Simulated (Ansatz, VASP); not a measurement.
BN: VASP beside Ansatz

```xyz
2
Lattice="0.0000 1.8048 1.7649 1.8048 0.0000 1.7649 1.8048 1.8048 0.0000" Properties=species:S:1:pos:R:3 pbc="T T T"
B     0.0000    0.0000    0.0000
N     0.9024    0.9024    0.8825
```

Change from the starting cell: uniaxial_z strain -2.2%.

Alike in both runs: task single point; functional PBE; k mesh 12 × 12 × 12; occupations fermi-dirac, width 0.02 eV; no spin polarisation.

```csv
,VASP,Ansatz
version,VASP 6.6.1,Ansatz 0.2.0
potentials or method,"VASP PAW PBE potentials, release 64 (B, N)","plane waves, PAW"
plane-wave cutoff (eV),520,420
valence electrons in the cell,8,8
```

```tsv
	VASP	Ansatz	Ansatz less VASP
gap on the k mesh at the Fermi level (eV)	4.08	4.09	+0.011
pressure (GPa)	14.1	13.8	-0.36
largest component of the traceless stress (GPa)	9.09	9.09	-0.004
```

The functional is the same, so the differences come from potentials, cutoffs and numerics.

A k mesh can miss the band edges.
